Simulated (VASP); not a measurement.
# C (Diamond): zone-centre modes, functional by functional

How much do the zone-centre frequencies of C (Diamond) depend on the functional? The starting structure is a measured crystal structure from the Crystallography Open Database.

Main program and level: VASP 6.6.1; Kohn-Sham DFT with plane waves and PAW; LDA, PBEsol, PBE, PBEsol + D3(BJ), r2SCAN, r2SCAN + rVV10 and HSE06.

**1. Set-up**

It takes space group Fd-3m (No. 227, cubic). Conventional cell: a = 3.567 Å, b = 3.567 Å, c = 3.567 Å, α = 90.00°, β = 90.00°, γ = 90.00°. Nearest to C lie 4 C at 1.54 Å.

**2. Modes with LDA**

LDA, the lowest rung, knows the local density alone. The cell comes from a relaxation at this level, not shown (11.05 Å³).

Input file INCAR:

```
SYSTEM = C
PREC = Accurate
ENCUT = 520
EDIFF = 1E-08
NELM = 100
ISMEAR = 0
SIGMA = 0.03
LREAL = .FALSE.
ALGO = Normal
GGA = CA
NBANDS = 10
LORBIT = 11
LWAVE = .FALSE.
LCHARG = .FALSE.
KPAR = 4
IBRION = 8
LEPSILON = .TRUE.
LPEAD = .TRUE.
ISIF = 2
```

Input file POSCAR:

```
C
1.0
    0.0000000000      1.7679029686      1.7679029686
    1.7679029686      0.0000000000      1.7679029686
    1.7679029686      1.7679029686      0.0000000000
C
2
Direct
    0.7500000000      0.7500000000      0.7500000000
    0.5000000000      0.5000000000      0.5000000000
```

Input file KPOINTS:

```
Automatic mesh
0
Gamma
14 14 14
0 0 0
```

PAW data sets: C (LDA family, release 64).

On the command line:

```sh
> mpirun -np 4 vasp_std
```

The log of the run:

```text
[banner, memory and clock lines left out]
running    4 mpi-ranks, on    1 nodes
 distrk:  each k-point on    1 cores,    4 groups
 distr:  one band on    1 cores,    1 groups

 POSCAR found type information on POSCAR C
 POSCAR found :  1 types and       2 ions
 LDA part: xc-table for (Slater(with rela. corr.)+CA(PZ))
 , standard interpolation
 POSCAR, INCAR and KPOINTS ok, starting setup
 FFT: planning ... GRIDC
 FFT: planning ... GRID_SOFT
 FFT: planning ... GRID
 WAVECAR not read
 entering main loop
       N       E                     dE             d eps       ncg     rms          rms(c)
DAV:   1    -0.289603158583E+01   -0.28960E+01   -0.47871E+03  2240   0.764E+02
DAV:   2    -0.208087555124E+02   -0.17913E+02   -0.17528E+02  2752   0.126E+02
DAV:   3    -0.211055030123E+02   -0.29675E+00   -0.29583E+00  2434   0.130E+01
DAV:   4    -0.211061544888E+02   -0.65148E-03   -0.65145E-03  2290   0.690E-01
DAV:   5    -0.211061553572E+02   -0.86844E-06   -0.86844E-06  2358   0.241E-02    0.589E+00
DAV:   6    -0.204677780194E+02    0.63838E+00   -0.36651E-01  2170   0.448E+00    0.342E+00
DAV:   7    -0.202456845274E+02    0.22209E+00   -0.43001E-01  2246   0.486E+00    0.756E-01
DAV:   8    -0.202455014761E+02    0.18305E-03   -0.89263E-03  2220   0.851E-01    0.263E-02
DAV:   9    -0.202454897249E+02    0.11751E-04   -0.32929E-05  2360   0.482E-02    0.195E-02
DAV:  10    -0.202454911516E+02   -0.14267E-05   -0.17239E-06  2288   0.118E-02    0.450E-03
DAV:  11    -0.202454910957E+02    0.55889E-07   -0.57023E-08  2374   0.197E-03    0.707E-04
DAV:  12    -0.202454910879E+02    0.78097E-08   -0.12164E-09  1222   0.349E-04
   1 F= -.20245491E+02 E0= -.20245491E+02  d E =-.211948E-14
 Linear response reoptimize wavefunctions to high precision
DAV:   1    -0.202454910864E+02    0.15534E-08   -0.74534E-11  1374   0.912E-05
DAV:   2    -0.202454910864E+02    0.17906E-10   -0.26912E-12  1088   0.179E-05
 Linear response to external field (no local field effect), progress :
  Direction:   1
       N       E                     dE             d eps       ncg     rms          rms(c)
RMM:   1    -0.177988686904E+00   -0.17799E+00   -0.64979E-01  1248   0.225E+00
RMM:   2    -0.182129194473E+00   -0.41405E-02   -0.10474E-03  1248   0.270E-01
RMM:   3    -0.182133482898E+00   -0.42884E-05   -0.30973E-06  1243   0.113E-02
RMM:   4    -0.182133500985E+00   -0.18087E-07   -0.12391E-08  1114   0.758E-04
RMM:   5    -0.182133501056E+00   -0.71054E-10   -0.57969E-11   246   0.502E-05
 change of polarisation eV/A/(eV/A) component  1 :     0.364     0.162     0.047
 dielectric tensor                  component  1 :     6.965     2.650     0.768
 Linear response to external field (no local field effect), progress :
  Direction:   2
       N       E                     dE             d eps       ncg     rms          rms(c)
RMM:   1    -0.174780261660E+00   -0.17478E+00   -0.62073E-01  1248   0.227E+00
RMM:   2    -0.178790208067E+00   -0.40099E-02   -0.10135E-03  1248   0.272E-01
RMM:   3    -0.178794293595E+00   -0.40855E-05   -0.32028E-06  1243   0.112E-02
RMM:   4    -0.178794313470E+00   -0.19875E-07   -0.13437E-08  1119   0.808E-04
RMM:   5    -0.178794313533E+00   -0.63108E-10   -0.18665E-10   248   0.510E-05
 change of polarisation eV/A/(eV/A) component  2 :     0.162     0.358    -0.062
 dielectric tensor                  component  2 :     2.650     6.855    -1.011
 Linear response to external field (no local field effect), progress :
  Direction:   3
       N       E                     dE             d eps       ncg     rms          rms(c)
RMM:   1    -0.894773526627E-01   -0.89477E-01   -0.31690E-01  1232   0.168E+00
RMM:   2    -0.917752342656E-01   -0.22979E-02   -0.51687E-04  1248   0.189E-01
RMM:   3    -0.917772519298E-01   -0.20177E-05   -0.14693E-06  1245   0.823E-03
RMM:   4    -0.917772598198E-01   -0.78899E-08   -0.53138E-09  1082   0.578E-04
 change of polarisation eV/A/(eV/A) component  3 :     0.047    -0.062     0.184
 dielectric tensor                  component  3 :     0.768    -1.011     4.006
 Linear response to external field, progress :
  Direction:   1
       N       E                     dE             d eps       ncg     rms          rms(c)
RMM:   1    -0.147407261900E+00   -0.14741E+00   -0.52912E-01  2912   0.207E+00
RMM:   2    -0.150876475696E+00   -0.34692E-02   -0.85832E-04  2928   0.243E-01    0.692E-01
RMM:   3    -0.148623108954E+00    0.22534E-02   -0.74398E-04  7260   0.210E-01    0.403E-01
RMM:   4    -0.153492641846E+00   -0.48695E-02   -0.10915E-03  8055   0.256E-01    0.326E-02
RMM:   5    -0.153890257183E+00   -0.39762E-03   -0.11593E-05  7573   0.267E-02    0.280E-03
RMM:   6    -0.153904058372E+00   -0.13801E-04   -0.35447E-08  8124   0.167E-03    0.151E-03
RMM:   7    -0.153907407408E+00   -0.33490E-05   -0.55548E-09  8041   0.713E-04    0.102E-04
RMM:   8    -0.153907974712E+00   -0.56730E-06   -0.39749E-11  6825   0.639E-05    0.257E-05
RMM:   9    -0.153907860388E+00    0.11432E-06    0.27137E-11  3906   0.213E-05    0.215E-06
 change of polarisation eV/A/(eV/A) component  1 :     0.291     0.088     0.034
 dielectric tensor                  component  1 :     5.765     1.444     0.549
 Linear response to external field, progress :
  Direction:   2
       N       E                     dE             d eps       ncg     rms          rms(c)
RMM:   1    -0.147415997511E+00   -0.14742E+00   -0.52912E-01  2912   0.207E+00
RMM:   2    -0.150906322256E+00   -0.34903E-02   -0.86065E-04  2928   0.244E-01    0.692E-01
RMM:   3    -0.148653795877E+00    0.22525E-02   -0.74389E-04  7262   0.210E-01    0.403E-01
RMM:   4    -0.153522722577E+00   -0.48689E-02   -0.10911E-03  8053   0.256E-01    0.326E-02
RMM:   5    -0.153920104624E+00   -0.39738E-03   -0.11585E-05  7570   0.267E-02    0.280E-03
RMM:   6    -0.153934035242E+00   -0.13931E-04   -0.35427E-08  8130   0.167E-03    0.151E-03
RMM:   7    -0.153937372869E+00   -0.33376E-05   -0.56427E-09  8049   0.713E-04    0.102E-04
RMM:   8    -0.153937945249E+00   -0.57238E-06   -0.12642E-10  6829   0.637E-05    0.257E-05
RMM:   9    -0.153937828719E+00    0.11653E-06   -0.56724E-11  3934   0.214E-05    0.215E-06
 change of polarisation eV/A/(eV/A) component  2 :     0.072     0.291     0.005
 dielectric tensor                  component  2 :     1.177     5.766     0.078
 Linear response to external field, progress :
  Direction:   3
       N       E                     dE             d eps       ncg     rms          rms(c)
RMM:   1    -0.147417074709E+00   -0.14742E+00   -0.52914E-01  2912   0.207E+00
RMM:   2    -0.150905781863E+00   -0.34887E-02   -0.85880E-04  2928   0.244E-01    0.692E-01
RMM:   3    -0.148653299545E+00    0.22525E-02   -0.74106E-04  7262   0.209E-01    0.403E-01
RMM:   4    -0.153522377290E+00   -0.48691E-02   -0.10882E-03  8053   0.256E-01    0.326E-02
RMM:   5    -0.153919467798E+00   -0.39709E-03   -0.11581E-05  7577   0.267E-02    0.280E-03
RMM:   6    -0.153933468378E+00   -0.14001E-04   -0.34826E-08  8132   0.166E-03    0.152E-03
RMM:   7    -0.153936796686E+00   -0.33283E-05   -0.56007E-09  8050   0.711E-04    0.102E-04
RMM:   8    -0.153937375265E+00   -0.57858E-06   -0.12293E-10  6794   0.627E-05    0.256E-05
RMM:   9    -0.153937255201E+00    0.12006E-06   -0.54398E-11  3941   0.215E-05    0.216E-06
 change of polarisation eV/A/(eV/A) component  3 :     0.015     0.059     0.291
 dielectric tensor                  component  3 :     0.245     0.966     5.766
 Linear response DOF=           1
 Linear response progress:
  Degree of freedom:   1/  1
       N       E                     dE             d eps       ncg     rms          rms(c)
RMM:   1    -0.119729887664E+00   -0.11973E+00   -0.19123E-02 20482   0.207E+00
RMM:   2    -0.110281431028E+00    0.94485E-02   -0.82899E-04 13033   0.397E-01    0.189E-01
RMM:   3    -0.110579203060E+00   -0.29777E-03   -0.78195E-05 12856   0.112E-01    0.103E-01
RMM:   4    -0.111374284000E+00   -0.79508E-03   -0.15270E-04 12740   0.116E-01    0.133E-02
RMM:   5    -0.111337720975E+00    0.36563E-04    0.11573E-05 13885   0.138E-02    0.101E-03
RMM:   6    -0.111338885421E+00   -0.11644E-05    0.18456E-06 13887   0.813E-04    0.449E-04
RMM:   7    -0.111336376317E+00    0.25091E-05    0.73041E-07 14227   0.352E-04    0.664E-05
RMM:   8    -0.111336430959E+00   -0.54641E-07    0.53522E-09 14236   0.452E-05    0.101E-05
RMM:   9    -0.111336308124E+00    0.12283E-06   -0.28584E-08 14754   0.185E-05    0.149E-06
RMM:  10    -0.111336304441E+00    0.36830E-08   -0.14177E-08 11933   0.676E-06    0.152E-07
 first order change of Fermi-energy   0.39362E-04
 force on displaced ion       1 direction 1 : -38.569  -0.000  -0.000
 Born effective charge ion    1 direction 1 :  -0.000   0.000   0.000
 Born effective charges drift removed
 Linear response finished
```

The job ended after 16 s (4 MPI ranks of Intel Xeon 6975P-C (Granite Rapids), shared host; peak memory 1.1 GiB).

Lines that name or quote the potential files are left out of all logs, and their timing lines are given in words.

OUTCAR, selected parts (step 2):

```text
ion  position               nearest neighbor table
   1  0.750  0.750  0.750-   2 1.53   2 1.53   2 1.53   2 1.53
   2  0.500  0.500  0.500-   1 1.53   1 1.53   1 1.53   1 1.53

  LATTYP: Found a face centered cubic cell.
 ALAT       =     3.5358059372

 Subroutine GETGRP returns: Found 48 space group operations
 (whereof 24 operations were pure point group operations)

The static configuration has the point symmetry T_d .
 The point group associated with its full space group is O_h .

 Found    104 irreducible k-points:

   k-points           NKPTS =    104   k-points in BZ     NKDIM =    104   number of bands    NBANDS=     10

   dimension x,y,z NGX =    20 NGY =   20 NGZ =   20
   dimension x,y,z NGXF=    40 NGYF=   40 NGZF=   40

   ENCUT  =  520.0 eV  38.22 Ry    6.18 a.u.   4.65  4.65  4.65*2*pi/ulx,y,z

   NELECT =       8.0000    total number of electrons

 k-points in reciprocal lattice and weights: Automatic mesh
   0.00000000  0.00000000  0.00000000       0.000
   0.07142857  0.00000000  0.00000000       0.003
   0.14285714  0.00000000  0.00000000       0.003
   0.21428571  0.00000000  0.00000000       0.003
   0.28571429  0.00000000  0.00000000       0.003
   0.35714286  0.00000000  0.00000000       0.003
   0.42857143  0.00000000  0.00000000       0.003
   0.50000000  0.00000000  0.00000000       0.001
   0.07142857  0.07142857  0.00000000       0.002
[...]
-0.28571429  0.42857143  0.21428571       0.009
  -0.28571429  0.50000000  0.21428571       0.004

 average (electrostatic) potential at core
       1 -49.1194       2 -49.1194

  Total        0.0001006      0.0001006      0.0001006     -0.0000000      0.0000000      0.0000000
  in kB        0.0145916      0.0145916      0.0145916     -0.0000000      0.0000000      0.0000000
  external PRESSURE =       0.0145916 kB  Pullay stress =       0.0000000 kB

  energy-cutoff  :      520.00
  volume of cell :       11.05
      direct lattice vectors                 reciprocal lattice vectors
     0.000000000  1.767902969  1.767902969    -0.282820952  0.282820952  0.282820952
     1.767902969  0.000000000  1.767902969     0.282820952 -0.282820952  0.282820952
     1.767902969  1.767902969  0.000000000     0.282820952  0.282820952 -0.282820952

 POSITION                                       TOTAL-FORCE (eV/Angst)
 -----------------------------------------------------------------------------------
      2.65185      2.65185      2.65185         0.000000      0.000000      0.000000
      1.76790      1.76790      1.76790        -0.000000     -0.000000     -0.000000
 -----------------------------------------------------------------------------------
    total drift:                                0.000000     -0.000000      0.000000

 MACROSCOPIC STATIC DIELECTRIC TENSOR (including local field effects in DFT)
 ------------------------------------------------------
           5.765531    -0.000000     0.000000
           0.000000     5.765531    -0.000000
          -0.000000    -0.000000     5.765531
 ------------------------------------------------------

 PIEZOELECTRIC TENSOR (including local field effects)  for field in x, y, z        (C/m^2)
          XX          YY          ZZ          XY          YZ          ZX
  --------------------------------------------------------------------------------
  x    -0.00000    -0.00000    -0.00000     0.00000    -0.00000    -0.00000
  y    -0.00000    -0.00000     0.00000    -0.00000     0.00000    -0.00000
  z     0.00000    -0.00000     0.00000    -0.00000    -0.00000     0.00000

 BORN EFFECTIVE CHARGES (including local field effects) (in |e|, cummulative output)
 ---------------------------------------------------------------------------------
 ion    1
    1     0.00000     0.00000     0.00000
    2     0.00000     0.00000     0.00000
    3     0.00000    -0.00000    -0.00000
 ion    2
    1    -0.00000     0.00000     0.00000
    2     0.00000    -0.00000     0.00000
    3     0.00000     0.00000     0.00000

 Eigenvectors and eigenvalues of the dynamical matrix
 ----------------------------------------------------

   1 f  =   39.618209 THz   248.928548 2PiTHz 1321.521199 cm-1   163.847673 meV
             X         Y         Z           dx          dy          dz
      2.651854  2.651854  2.651854     0.000000   -0.707107    0.000000
      1.767903  1.767903  1.767903     0.000000    0.707107    0.000000

   2 f  =   39.618209 THz   248.928548 2PiTHz 1321.521199 cm-1   163.847673 meV
             X         Y         Z           dx          dy          dz
      2.651854  2.651854  2.651854    -0.707107    0.000000    0.000000
      1.767903  1.767903  1.767903     0.707107    0.000000    0.000000

   3 f  =   39.618209 THz   248.928548 2PiTHz 1321.521199 cm-1   163.847673 meV
             X         Y         Z           dx          dy          dz
      2.651854  2.651854  2.651854     0.000000    0.000000   -0.707107
      1.767903  1.767903  1.767903     0.000000    0.000000    0.707107

   4 f  =    0.000000 THz     0.000000 2PiTHz    0.000000 cm-1     0.000000 meV
             X         Y         Z           dx          dy          dz
      2.651854  2.651854  2.651854     0.707107    0.000000    0.000000
      1.767903  1.767903  1.767903     0.707107    0.000000    0.000000

   5 f  =    0.000000 THz     0.000000 2PiTHz    0.000000 cm-1     0.000000 meV
             X         Y         Z           dx          dy          dz
      2.651854  2.651854  2.651854     0.000000    0.707107    0.000000
      1.767903  1.767903  1.767903     0.000000    0.707107    0.000000

   6 f  =    0.000000 THz     0.000000 2PiTHz    0.000000 cm-1     0.000000 meV
             X         Y         Z           dx          dy          dz
      2.651854  2.651854  2.651854     0.000000    0.000000    0.707107
      1.767903  1.767903  1.767903     0.000000    0.000000    0.707107

 MACROSCOPIC STATIC DIELECTRIC TENSOR IONIC CONTRIBUTION
 ------------------------------------------------------
           0.000000     0.000000     0.000000
           0.000000     0.000000    -0.000000
           0.000000    -0.000000     0.000000
 ------------------------------------------------------

 ELASTIC MODULI CONTR FROM IONIC RELAXATION (kBar)
 Direction    XX          YY          ZZ          XY          YZ          ZX
 --------------------------------------------------------------------------------
 XX          -0.0000     -0.0000     -0.0000      0.0000      0.0000      0.0000
 YY          -0.0000     -0.0000     -0.0000      0.0000      0.0000     -0.0000
 ZZ          -0.0000     -0.0000     -0.0000      0.0000      0.0000      0.0000
 XY           0.0000      0.0000      0.0000    -63.5258      0.0000      0.0000
 YZ           0.0000      0.0000      0.0000      0.0000    -63.5258      0.0000
 ZX           0.0000     -0.0000      0.0000      0.0000      0.0000    -63.5258
 --------------------------------------------------------------------------------

 PIEZOELECTRIC TENSOR IONIC CONTR  for field in x, y, z        (C/m^2)
          XX          YY          ZZ          XY          YZ          ZX
  --------------------------------------------------------------------------------
  x     0.00000     0.00000     0.00000     0.00000    -0.00000     0.00000
  y     0.00000    -0.00000     0.00000     0.00000     0.00000    -0.00000
  z    -0.00000     0.00000    -0.00000     0.00000     0.00000     0.00000
```

Energies printed during the response cycles are not total energies of the cell.

LDA: the zone-centre mode is T2g 1321.5 cm⁻¹.

(Part 1 of 3 ends here.)

[Lines on the potential files, build, host, timing and source positions are cut from VASP's logs without a mark.]

[Logs are printed without paths, hosts, clocks, repeated set-up lines and the standing remarks that a program may print on its own settings, such as how far it seeks lower states.]

[Hosts, paths, dates, database ids (printed as entryN), source tags and the programs' standing remarks are cut or masked in the printed files.]
